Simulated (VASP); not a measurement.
# AlN (P6_3mc) in VASP: a series of runs, part 3 of 3

VASP 6.6.1.

### 4 Dielectric tensor, PBEsol

INCAR

```
PREC = Accurate ; ENCUT = 600
EDIFF = 1E-8 ; ISMEAR = 0
SIGMA = 0.03 ; LREAL = F
LASPH = T ; NELM = 80
ALGO = Normal ; ISIF = 2
LWAVE = F ; LCHARG = F
GGA = PS ; LEPSILON = T
```

KPOINTS

```
regular mesh
0
Gamma
  12 12 6
```

POSCAR

```
AlN                                     
1.0
    3.1131018731      0.0000000000      0.0000000000
   -1.5565509365      2.6960253067      0.0000000000
    0.0000000000      0.0000000000      4.9818131029
  Al              N             
     2     2
Direct
     0.3333333332999970    0.6666666667000030    0.9989855796421097
     0.6666666667000030    0.3333333332999970    0.4989855796421097
     0.3333333332999970    0.6666666667000030    0.3810144203578929
     0.6666666667000030    0.3333333332999970    0.8810144203578929
```

Potentials or basis: VASP PAW PBE potentials, release 64 (Al, N).

On the command line:

```sh
> cat potpaw_PBE.64/Al/POTCAR potpaw_PBE.64/N/POTCAR > POTCAR
> mpirun -np 1 vasp_std > vasp.out
```

OUTCAR:

```text
PREC = Accurate
   ENCUT = 600
   EDIFF = 1E-8
   ISMEAR = 0
   LREAL = F
   LASPH = T
   NELM = 80
   ISIF = 2
   GGA = PS
   LEPSILON = T

 ion  position               nearest neighbor table
   1  0.333  0.667  0.999-   4 1.89   4 1.89   4 1.89   3 1.90   2 3.07   2 3.07   2 3.07   2 3.07
                             2 3.07   2 3.07
   2  0.667  0.333  0.499-   3 1.89   3 1.89   3 1.89   4 1.90   1 3.07   1 3.07   1 3.07   1 3.07
                             1 3.07   1 3.07
   3  0.333  0.667  0.381-   2 1.89   2 1.89   2 1.89   1 1.90
   4  0.667  0.333  0.881-   1 1.89   1 1.89   1 1.89   2 1.90

  LATTYP: Found a hexagonal cell.
 ALAT       =     3.1131018731
 C/A-ratio  =     1.6002730736

  Lattice vectors:

 A1 = (   3.1131018731,   0.0000000000,   0.0000000000)
 A2 = (  -1.5565509365,   2.6960253067,   0.0000000000)
 A3 = (   0.0000000000,   0.0000000000,   4.9818131029)

Analysis of symmetry for initial positions (statically):
=====================================================================
 Subroutine PRICEL returns:
 Original cell was already a primitive cell.

 Routine SETGRP: Setting up the symmetry group for a
 hexagonal supercell.

 Subroutine GETGRP returns: Found 12 space group operations
 (whereof  6 operations were pure point group operations)
 out of a pool of 24 trial point group operations.

The static configuration has the point symmetry C_3v.
 The point group associated with its full space group is C_6v.

Analysis of symmetry for dynamics (positions and initial velocities):
=====================================================================
 Subroutine PRICEL returns:
 Original cell was already a primitive cell.

 Routine SETGRP: Setting up the symmetry group for a
 hexagonal supercell.

 Subroutine GETGRP returns: Found 12 space group operations
 (whereof  6 operations were pure point group operations)
 out of a pool of 24 trial point group operations.

The dynamic configuration has the point symmetry C_3v.
 The point group associated with its full space group is C_6v.

 Subroutine INISYM returns: Found 12 space group operations
 (whereof  6 operations are pure point group operations),
 and found     1 'primitive' translations

----------------------------------------------------------------------------------------

                                     Primitive cell

  volume of cell :      41.8124

  direct lattice vectors                    reciprocal lattice vectors
     3.113101873  0.000000000  0.000000000     0.321223025  0.185458200  0.000000000
    -1.556550937  2.696025307  0.000000000     0.000000000  0.370916400  0.000000000
     0.000000000  0.000000000  4.981813103     0.000000000  0.000000000  0.200730132

  length of vectors
[... 499 lines left out ...]
  Direction    XX          YY          ZZ          XY          YZ          ZX
  --------------------------------------------------------------------------------------
  -------------------------------------------------------------------------------------
  Total       -0.0004006     -0.0004006      0.0041754     -0.0000000      0.0000000      0.0000000
  in kB       -0.0153522     -0.0153522      0.1599923     -0.0000000      0.0000000      0.0000000
  external PRESSURE =       0.0430960 kB  Pullay stress =       0.0000000 kB

 VOLUME and BASIS-vectors are now :
 -----------------------------------------------------------------------------
  energy-cutoff  :      600.00
  volume of cell :       41.81
      direct lattice vectors                 reciprocal lattice vectors
     3.113101873  0.000000000  0.000000000     0.321223025  0.185458200  0.000000000
    -1.556550937  2.696025307  0.000000000     0.000000000  0.370916400  0.000000000
     0.000000000  0.000000000  4.981813103     0.000000000  0.000000000  0.200730132

 POSITION                                       TOTAL-FORCE (eV/Angst)
 -----------------------------------------------------------------------------------
     -0.00000      1.79735      4.97676        -0.000000      0.000000      0.000598
      1.55655      0.89868      2.48585         0.000000     -0.000000      0.000598
     -0.00000      1.79735      1.89814         0.000000      0.000000     -0.000598
      1.55655      0.89868      4.38905        -0.000000      0.000000     -0.000598
 -----------------------------------------------------------------------------------
    total drift:                               -0.000000      0.000000      0.000422

  FREE ENERGIE OF THE ION-ELECTRON SYSTEM (eV)
  ---------------------------------------------------
  free  energy   TOTEN  =       -31.3157046645 eV

  energy  without entropy=      -31.3157046645  energy(sigma->0) =      -31.31570466

 HEAD OF MICROSCOPIC STATIC DIELECTRIC TENSOR (INDEPENDENT PARTICLE, excluding Hartree and local field effects)
 ------------------------------------------------------
           4.671043     0.000000     0.000000
           0.000000     4.671043     0.000000
           0.000000     0.000000     4.886841
 ------------------------------------------------------

 Free energy of the ion-electron system (eV)
  ---------------------------------------------------
  ---------------------------------------------------
  free energy    TOTEN  =        -0.43762163 eV

  energy without entropy =       -0.43762163

------------------------ aborting loop because EDIFF is reached ----------------------------------------

--------------------------------------- Ionic step        2  -------------------------------------------

------------------------ aborting loop because EDIFF is reached ----------------------------------------

--------------------------------------- Ionic step        3  -------------------------------------------

 Free energy of the ion-electron system (eV)
  ---------------------------------------------------
  ---------------------------------------------------
  free energy    TOTEN  =        -0.46505515 eV

  energy without entropy =       -0.46505515

------------------------ aborting loop because EDIFF is reached ----------------------------------------

 PIEZOELECTRIC TENSOR FIELD DIRECTION 3  (e Angst)
 -----------------------------------------------------------------------------
     0.67060  0.00000  0.00000           (  0.00325  0.00000  0.00000)
     0.00000  0.67060  0.00000           (  0.00000  0.00325  0.00000)
     0.00000  0.00000 -1.01101           (  0.00000  0.00000 -0.00262)

 PIEZOELECTRIC TENSOR FIELD DIRECTION 3  (C/m^2)
 -----------------------------------------------------------------------------
     0.25696  0.00000  0.00000
     0.00000  0.25696  0.00000
     0.00000  0.00000 -0.38740

 MACROSCOPIC STATIC DIELECTRIC TENSOR (including local field effects in DFT)
 ------------------------------------------------------
           4.484706     0.000000     0.000000
           0.000000     4.484706     0.000000
           0.000000    -0.000000     4.717778
 ------------------------------------------------------

 PIEZOELECTRIC TENSOR (including local field effects)  for field in x, y, z        (e  Angst)
          XX          YY          ZZ          XY          YZ          ZX
  --------------------------------------------------------------------------------
  x     0.00000     0.00000     0.00000     0.00000     0.00000     0.87053
  y     0.00000    -0.00000     0.00000     0.00000     0.87053     0.00000
  z     0.67060     0.67060    -1.01101     0.00000     0.00000     0.00000

 PIEZOELECTRIC TENSOR (including local field effects)  for field in x, y, z        (C/m^2)
          XX          YY          ZZ          XY          YZ          ZX
  --------------------------------------------------------------------------------
  x     0.00000     0.00000     0.00000     0.00000     0.00000     0.33357
  y     0.00000    -0.00000     0.00000     0.00000     0.33357     0.00000
  z     0.25696     0.25696    -0.38740     0.00000     0.00000     0.00000

 BORN EFFECTIVE CHARGES (including local field effects) (in |e|, cummulative output)
 ---------------------------------------------------------------------------------
 ion    1
    1     2.51180     0.00000    -0.00000
    2     0.00000     2.51180    -0.00000
    3     0.00000     0.00000     2.67635
 ion    2
    1     2.51180     0.00000    -0.00000
    2     0.00000     2.51180     0.00000
    3     0.00000     0.00000     2.67635
 ion    3
    1    -2.51180    -0.00000     0.00000
    2    -0.00000    -2.51180     0.00000
    3     0.00000     0.00000    -2.67635
 ion    4
    1    -2.51180    -0.00000     0.00000
    2    -0.00000    -2.51180     0.00000
    3    -0.00000    -0.00000    -2.67635
```

It took 5.3 min on 1 thread of AMD EPYC 9R45 (Zen 5), shared host; peak memory 0.45 GiB.

Results:

```
Band gap on the k mesh                  : 4.12 eV, direct
Electronic dielectric tensor (diagonal) : 4.48, 4.48, 4.72
Born charges (mean of the diagonal)     : Al +2.57; N -2.57 e
```

Electronic dielectric tensor:
```
4.48 0.00 0.00
0.00 4.48 0.00
0.00 0.00 4.72
```

Born effective charge tensors (e):
atom 1, Al
```
2.51 0.00 0.00
0.00 2.51 0.00
0.00 0.00 2.68
```
atom 2, Al
```
2.51 0.00 0.00
0.00 2.51 0.00
0.00 0.00 2.68
```
atom 3, N
```
-2.51  0.00  0.00
 0.00 -2.51  0.00
 0.00  0.00 -2.68
```
atom 4, N
```
-2.51  0.00  0.00
 0.00 -2.51  0.00
 0.00  0.00 -2.68
```

Caveat: the PAW data sets were made with another functional, which shifts forces and pressure a little.

### 5 How close it comes

Step 2. Against the measured gap of AlN, 6.0343 eV (an exciton energy, a little under the gap; 0 K; quoted in “Structural and optical properties of self-assembled AlN nanowires grown on SiO2/Si substrates by molecular beam epitaxy”, 2024, arxiv:2402.00216), the calculated 4.12 eV is off by -1.92 eV. 2 values of this kind are on record (6.034 to 6.0343 eV); this one was drawn at random. The value is that of PBEsol on a finite k mesh, which can miss the band edges, without temperature or zero-point motion. Semilocal functionals fall short of measured gaps as a rule.

Step 4. Measured gap of AlN: 6.0343 eV (an exciton energy, a little under the gap; 0 K; quoted in “Structural and optical properties of self-assembled AlN nanowires grown on SiO2/Si substrates by molecular beam epitaxy”, 2024, arxiv:2402.00216). This calculation gives 4.12 eV (-1.92 eV). 2 values of this kind are on record (6.034 to 6.0343 eV); this one was drawn at random. The value is that of PBEsol on a finite k mesh, which can miss the band edges, without temperature or zero-point motion. Semilocal functionals fall short of measured gaps as a rule.
